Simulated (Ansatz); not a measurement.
# RuS2 (CdI2 type): a single-point run

Wanted: a converged single-point run for RuS2 (CdI2 type), and a check of what comes out. The structure is shown as the input types it.

Program: Ansatz 0.2.0. Level of theory: DFT PBE, scalar-relativistic, plane waves, PAW. These are calculated values, not measurements.

4 further runs of the same task are left out: 4 that didn't finish. Runs told in other sessions of the task aren't counted.

## (1) The structure to begin with

The structure is trigonal, space group P-3m1 (No. 164). The conventional cell has a = 3.436 Å, b = 3.436 Å, c = 5.159 Å, α = 90.00°, β = 90.00°, γ = 120.00°. Ru (site symmetry -3m) has 6 S at 2.38 Å in its first shell of neighbours. S (site symmetry 3m) has 3 Ru at 2.38 Å in its first shell of neighbours.

Coordinates:

```cif
data_structure
_symmetry_space_group_name_H-M 'P 1'
_symmetry_Int_Tables_number 1
_cell_length_a 3.4363
_cell_length_b 3.4363
_cell_length_c 5.1593
_cell_angle_alpha 90.000
_cell_angle_beta 90.000
_cell_angle_gamma 120.000
_cell_volume 52.76
loop_
_atom_site_label
_atom_site_type_symbol
_atom_site_fract_x
_atom_site_fract_y
_atom_site_fract_z
_atom_site_occupancy
Ru1 Ru 0.00000 0.00000 0.00000 1
S1 S 0.33333 0.66667 0.25378 1
S2 S 0.66667 0.33333 0.74622 1
```

## (2) The calculation

input.yaml

```yaml
crystal:
  lattice:
    - [3.436329560626, 0.0, 0.0]
    - [-1.718164780313, 2.975948695278, 0.0]
    - [0.0, 0.0, 5.1593450393]
  atoms:
    - { symbol: Ru, position: [0.0, 0.0, 0.0], spin: 2.0 }
    - { symbol: S, position: [0.3333333333333, 0.6666666666667, 0.2537758778] }
    - { symbol: S, position: [0.6666666666667, 0.3333333333333, 0.7462241222] }
basis:
  ecutwfc: "120 eV"
  ecutrho_ratio: 4
kpoints:
  mp_grid: { grid: [12, 12, 8] }
hamiltonian:
  xc: pbe
scf:
  occupations: { method: gaussian, width: 0.05 }
  max_iter: 50
output:
  forces: true
  stress: true
magnetization:
  spin_polarized: true
```

Run with:

```console
$ ansatz run input.yaml --threads 2 --pin off --max-ram 2662MiB --backend cpu --events-out ev --progress --plain --runs-dir out
```

**Question.** How will this run end, and is anything wrong with its input?

The program finished normally, with warnings (cutoff below recommended, seeded moment not kept). It gives a largest force of 2.3 eV/Å, which is large; a structure far from rest gives such values too, whatever the setting.

The suspect setting: basis.ecutwfc is 120 eV. With so few plane waves the basis is incomplete by a wide margin. The potentials' recommended cutoff is 420 eV.

The test: set basis.ecutwfc to 420.
